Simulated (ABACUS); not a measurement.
# AlN (F-43m) in ABACUS: equation of state

How stiff is AlN in PBE, and what volume does it want? The cell is scaled to several volumes.

Program: ABACUS 3.10.1. These are calculated values, not measurements. Logs are shortened: lines on timing, memory, paths and dates and some standing lists are left out, and cuts for length are marked.

## (1) Starting point

Symmetry: F-43m, No. 216, cubic system. The conventional cell has a = 4.368 Å, b = 4.368 Å, c = 4.368 Å, α = 90.00°, β = 90.00°, γ = 90.00°. Around Al (site symmetry -43m) lie 4 N at 1.89 Å. Around N (site symmetry -43m) lie 4 Al at 1.89 Å.

Measurements of this composition are mostly on another form, of space group No. 186.

## (2) Equation of state, PBE, 9.79 Å³/atom (volume scaled by 0.94)

Input file INPUT:

```
INPUT_PARAMETERS
suffix              AlN
calculation         scf
basis_type          pw
pseudo_dir          ./
symmetry            1
dft_functional      pbe
ecutwfc             84
pseudo_rcut         10
nspin               1
nbands              8
ks_solver           dav
smearing_method     fd
smearing_sigma      0.00367493
scf_thr             1e-08
scf_nmax            100
mixing_type         broyden
mixing_beta         0.7
cal_force           1
cal_stress          1
kpar                4
```

Input file STRU:

```
ATOMIC_SPECIES
Al 26.9815 Al.upf
N 14.0070 N.upf

LATTICE_CONSTANT
1.8897261246

LATTICE_VECTORS
0.0000000000 2.1394097525 2.1394097525
2.1394097525 0.0000000000 2.1394097525
2.1394097525 2.1394097525 0.0000000000

ATOMIC_POSITIONS
Direct

Al
0.0
1
0.0000000000 0.0000000000 0.0000000000 1 1 1

N
0.0
1
0.2500000000 0.2500000000 0.2500000000 1 1 1
```

Input file KPT:

```
K_POINTS
0
Gamma
10 10 10 0 0 0
```

Potentials or basis: PseudoDojo NC SR 0.4.1 PBE standard, plane waves.

Started as:

```
$ OMP_NUM_THREADS=1 mpirun -np 4 abacus > log
```

running log:

```text
ABACUS v3.10.1

               Atomic-orbital Based Ab-initio Computation at UStc

 ------------------------------------------------------------------------------------

 READING GENERAL INFORMATION
                           global_out_dir = OUT.AlN/
                           global_in_card = INPUT
                               pseudo_dir = ./
                              orbital_dir =
                                    DSIZE = 4
                                    GSIZE = 1

 READING UNITCELL INFORMATION
                                    ntype = 2
                  lattice constant (Bohr) = 1.88973
              lattice constant (Angstrom) = 1

 READING ATOM TYPE 1
                               atom label = Al
                      L=0, number of zeta = 1
                      L=1, number of zeta = 1
                      L=2, number of zeta = 1
             number of atom for this type = 1

 READING ATOM TYPE 2
                               atom label = N
                      L=0, number of zeta = 1
                      L=1, number of zeta = 1
                      L=2, number of zeta = 1
             number of atom for this type = 1

                        TOTAL ATOM NUMBER = 2
DIRECT COORDINATES
    atom                   x                   y                   z     mag                  vx                  vy                  vz
taud_Al1            0.0000000000        0.0000000000        0.0000000000  0.0000        0.0000000000        0.0000000000        0.0000000000
taud_N1            0.2500000000        0.2500000000        0.2500000000  0.0000        0.0000000000        0.0000000000        0.0000000000

                          Volume (Bohr^3) = 132.163
                             Volume (A^3) = 19.5845

 Lattice vectors: (Cartesian coordinate: in unit of a_0)
                   +0            +2.13941            +2.13941
             +2.13941                  +0            +2.13941
             +2.13941            +2.13941                  +0
 Reciprocal vectors: (Cartesian coordinate: in unit of 2 pi/a_0)
            -0.233709           +0.233709           +0.233709
            +0.233709           -0.233709           +0.233709
            +0.233709           +0.233709           -0.233709
 The esolver type has been set to : ksdft_pw

                PAO radial cut off (Bohr) = 10

 Read in pseudopotential file is Al.upf
                     pseudopotential type = NC
          exchange-correlation functional = PBE
                 nonlocal core correction = 1
                        valence electrons = 3
                                     lmax = 2
                           number of zeta = 2
                     number of projectors = 6
                           L of projector = 0
                           L of projector = 0
                           L of projector = 1
[... 190 lines left out ...]

 Init Non-Local PseudoPotential table :
 Init Non-Local-Pseudopotential done.

                                     npwx = 1759

 Make real space PAO into reciprocal space.
       max mesh points in Pseudopotential = 1001
     dq(describe PAO in reciprocal space) = 0.01
                                    max q = 1104

 number of pseudo atomic orbitals for Al is 2
WARNING: norm of atomic wavefunction # 1 of atomic type Al is 0.99999, renormalized
WARNING: norm of atomic wavefunction # 2 of atomic type Al is 0.998797, renormalized

 number of pseudo atomic orbitals for N is 2
WARNING: norm of atomic wavefunction # 2 of atomic type N is 0.999999, renormalized

 -------------------------------------------
 SELF-CONSISTENT
 -------------------------------------------
                                 init_chg = atomic

 PW ALGORITHM --------------- ION=   1  ELEC=   1--------------------------------

 Density error is 0.609077561166
                          Error Threshold = 0.01
----------------------------------------------------------
     Energy           Rydberg                 eV
----------------------------------------------------------
 E_KohnSham     -25.3601746036       -345.0428768843
 E_Harris       -23.0156196977       -313.1435708901
 E_Fermi        0.4753371941         6.4672943109
----------------------------------------------------------
[... 75 lines left out ...]
 Density error is 1.74750910502e-09
                          Error Threshold = 3.18129891892e-09
----------------------------------------------------------
     Energy           Rydberg                 eV
----------------------------------------------------------
 E_KohnSham     -25.5786745915       -348.0157217319
 E_KS(sigma->0) -25.5786745915       -348.0157217319
 E_Harris       -25.5787660827       -348.0169665341
 E_band         1.4413929816         19.6111576074
 E_one_elec     -0.2675121149        -3.6396890462
 E_Hartree      5.5234115386         75.1498693245
 E_xc           -8.5803188568        -116.7412271094
 E_Ewald        -22.2542551584       -302.7846749008
 E_entropy(-TS) -0.0000000000        -0.0000000000
 E_descf        0.0000000000         0.0000000000
 E_exx          0.0000000000         0.0000000000
 E_Fermi        0.6751010154         9.1852205353
----------------------------------------------------------

 charge density convergence is achieved
 final etot is -348.01572173 eV
 EFERMI = 9.1852205353 eV

 STATE ENERGY(eV) AND OCCUPATIONS    NSPIN == 1
 1/12 kpoint (Cartesian) = 0.0000 0.0000 0.0000 (1759 pws)
       1       -7.71767     0.00200000
       2        7.61666     0.00200000
       3        7.61666     0.00200000
       4        7.61666     0.00200000
       5        12.3657    4.74060e-31
       6        20.8288        0.00000
       7        20.8288        0.00000
       8        20.8288        0.00000
[... 41 lines left out ...]
 6/12 kpoint (Cartesian) = 0.11685 0.11685 0.11685 (1718 pws)
       1       -5.47767     0.00800000
       2        1.49292     0.00800000
       3        7.12976     0.00800000
       4        7.12976     0.00800000
       5        15.5782    2.36747e-58
       6        17.8885    2.02989e-78
       7        19.1834    1.14857e-89
       8        19.1834    1.14857e-89

[... levels at 6 further k points ...]

------------------------------------------------------------------------------------------
 TOTAL-FORCE (eV/Angstrom)
------------------------------------------------------------------------------------------
                       Al1         0.0000000000         0.0000000000         0.0000000000
                        N1         0.0000000000         0.0000000000         0.0000000000
------------------------------------------------------------------------------------------

----------------------------------------------------------------
 TOTAL-STRESS (KBAR)
----------------------------------------------------------------
       191.3284907793         0.0000000000        -0.0000000000
         0.0000000000       191.3284907793        -0.0000000000
         0.0000000000        -0.0000000000       191.3284907793
----------------------------------------------------------------
 TOTAL-PRESSURE: 191.328491 KBAR

 --------------------------------------------
 !FINAL_ETOT_IS -348.0157217319268739 eV
 --------------------------------------------
```

stdout:

```text
ABACUS v3.10.1

               Atomic-orbital Based Ab-initio Computation at UStc

4,OpenMP thread number: 1,Total thread number: 4,Local thread limit: 96

 UNIFORM GRID DIM        : 36 * 36 * 36
[... 27 lines left out ...]
 DA8     -3.48015722e+02  -8.15866600e-07   1.7475e-09   0.18
----------------------------------------------------------------
 TOTAL-STRESS (KBAR)
----------------------------------------------------------------
       191.3284907793         0.0000000000        -0.0000000000
         0.0000000000       191.3284907793        -0.0000000000
         0.0000000000        -0.0000000000       191.3284907793
----------------------------------------------------------------
 TOTAL-PRESSURE: 191.328491 KBAR
```

Wall time 1.8 s (4 MPI ranks of AMD EPYC 9R45 (Zen 5), shared host); peak memory 0.28 GiB.

Results:

* Free energy: -348.0157 eV
* Pressure: 19.1 GPa
* Band gap on the k mesh: 3.35 eV, indirect (least direct gap 4.75 eV)

## (3) Equation of state, PBE, 10.00 Å³/atom (volume scaled by 0.96)

INPUT is that of step 2.

Edit STRU of step 2 so:

```diff
@@ -8,5 +8,5 @@
 LATTICE_VECTORS
-0.0000000000 2.1394097525 2.1394097525
-2.1394097525 0.0000000000 2.1394097525
-2.1394097525 2.1394097525 0.0000000000
+0.0000000000 2.1544765148 2.1544765148
+2.1544765148 0.0000000000 2.1544765148
+2.1544765148 2.1544765148 0.0000000000
```

KPT is that of step 2.

Potentials or basis: PseudoDojo NC SR 0.4.1 PBE standard, plane waves.

Started as:

```
$ OMP_NUM_THREADS=1 mpirun -np 4 abacus > log
```

It took 1.7 s on 4 MPI ranks of AMD EPYC 9R45 (Zen 5), shared host; peak memory 0.28 GiB.

Results (log left out):

- Free energy: -348.0584 eV
- Pressure: 13.8 GPa
- Band gap on the k mesh: 3.34 eV, indirect (least direct gap 4.56 eV)

## (4) Equation of state, PBE, 10.21 Å³/atom (volume scaled by 0.98)

INPUT is that of step 3.

Edit STRU of step 3 so:

```diff
@@ -8,5 +8,5 @@
 LATTICE_VECTORS
-0.0000000000 2.1544765148 2.1544765148
-2.1544765148 0.0000000000 2.1544765148
-2.1544765148 2.1544765148 0.0000000000
+0.0000000000 2.1693354430 2.1693354430
+2.1693354430 0.0000000000 2.1693354430
+2.1693354430 2.1693354430 0.0000000000
```

KPT is that of step 3.

Started as:

```
$ OMP_NUM_THREADS=1 mpirun -np 4 abacus > log
```

Wall time 1.8 s (4 MPI ranks of AMD EPYC 9R45 (Zen 5), shared host); peak memory 0.28 GiB.

It converged, with:

```
Free energy            : -348.0878 eV
Pressure               : 8.9 GPa
Band gap on the k mesh : 3.33 eV, indirect (least direct gap 4.37 eV)
```

## (5) Equation of state, PBE, 10.42 Å³/atom

INPUT is that of step 4.

Edit STRU of step 4 so:

```diff
@@ -8,5 +8,5 @@
 LATTICE_VECTORS
-0.0000000000 2.1693354430 2.1693354430
-2.1693354430 0.0000000000 2.1693354430
-2.1693354430 2.1693354430 0.0000000000
+0.0000000000 2.1839935596 2.1839935596
+2.1839935596 0.0000000000 2.1839935596
+2.1839935596 2.1839935596 0.0000000000
```

KPT is that of step 4.

Started as:

```
$ OMP_NUM_THREADS=1 mpirun -np 4 abacus > log
```

Run time: 1.9 s. Hardware: 4 MPI ranks of AMD EPYC 9R45 (Zen 5), shared host; peak memory 0.28 GiB.

It converged, with:

```
Free energy            : -348.1052 eV
Pressure               : 4.5 GPa
Band gap on the k mesh : 3.32 eV, indirect (least direct gap 4.19 eV)
```

## (6) Equation of state, PBE, 10.63 Å³/atom (volume scaled by 1.02)

INPUT is that of step 5.

Edit STRU of step 5 so:

```diff
@@ -8,5 +8,5 @@
 LATTICE_VECTORS
-0.0000000000 2.1839935596 2.1839935596
-2.1839935596 0.0000000000 2.1839935596
-2.1839935596 2.1839935596 0.0000000000
+0.0000000000 2.1984575146 2.1984575146
+2.1984575146 0.0000000000 2.1984575146
+2.1984575146 2.1984575146 0.0000000000
```

KPT is that of step 5.

Potentials or basis: PseudoDojo NC SR 0.4.1 PBE standard, plane waves.

Started as:

```
$ OMP_NUM_THREADS=1 mpirun -np 4 abacus > log
```

Wall time 1.9 s (4 MPI ranks of AMD EPYC 9R45 (Zen 5), shared host); peak memory 0.28 GiB.

The run converged. Its results:

| Quantity | Value |
| --- | --- |
| Free energy | -348.1115 eV |
| Pressure | 0.5 GPa |
| Band gap on the k mesh | 3.31 eV, indirect (least direct gap 4.02 eV) |

## (7) Equation of state, PBE, 10.83 Å³/atom (volume scaled by 1.04)

INPUT is that of step 6.

Edit STRU of step 6 so:

```diff
@@ -8,5 +8,5 @@
 LATTICE_VECTORS
-0.0000000000 2.1984575146 2.1984575146
-2.1984575146 0.0000000000 2.1984575146
-2.1984575146 2.1984575146 0.0000000000
+0.0000000000 2.2127336128 2.2127336128
+2.2127336128 0.0000000000 2.2127336128
+2.2127336128 2.2127336128 0.0000000000
```

KPT is that of step 6.

Started as:

```
$ OMP_NUM_THREADS=1 mpirun -np 4 abacus > log
```

It took 1.9 s on 4 MPI ranks of AMD EPYC 9R45 (Zen 5), shared host; peak memory 0.28 GiB.

It converged, with:

| Property | Result |
| --- | --- |
| Free energy | -348.1080 eV |
| Pressure | -3.2 GPa |
| Band gap on the k mesh | 3.30 eV, indirect (least direct gap 3.85 eV) |

## (8) Equation of state, PBE, 11.04 Å³/atom (volume scaled by 1.06)

INPUT is that of step 7.

Edit STRU of step 7 so:

```diff
@@ -8,5 +8,5 @@
 LATTICE_VECTORS
-0.0000000000 2.2127336128 2.2127336128
-2.2127336128 0.0000000000 2.2127336128
-2.2127336128 2.2127336128 0.0000000000
+0.0000000000 2.2268278375 2.2268278375
+2.2268278375 0.0000000000 2.2268278375
+2.2268278375 2.2268278375 0.0000000000
```

KPT is that of step 7.

Started as:

```
$ OMP_NUM_THREADS=1 mpirun -np 4 abacus > log
```

Wall time 1.9 s (4 MPI ranks of AMD EPYC 9R45 (Zen 5), shared host); peak memory 0.28 GiB.

The run converged. Its results:

```yaml
Free_energy: -348.0954 eV
Pressure: -6.5 GPa
Band_gap_on_the_k_mesh: 3.29 eV, indirect (least direct gap 3.69 eV)
```

## (9) Equation of state, PBE

Potentials or basis: PseudoDojo NC SR 0.4.1 PBE standard, plane waves.

No new run: the results of the series are fitted here.

Results:

```
Equilibrium volume                      : 10.65 Å³/atom
Bulk modulus                            : 193 GPa
Pressure derivative of the bulk modulus : 3.9
```

Energy against volume, from the lowest point:
```tsv
volume (Å³/atom)	energy (meV/atom)
9.792	47.91
10.001	26.56
10.209	11.86
10.417	3.19
10.626	0.00
10.834	1.78
11.042	8.08
```
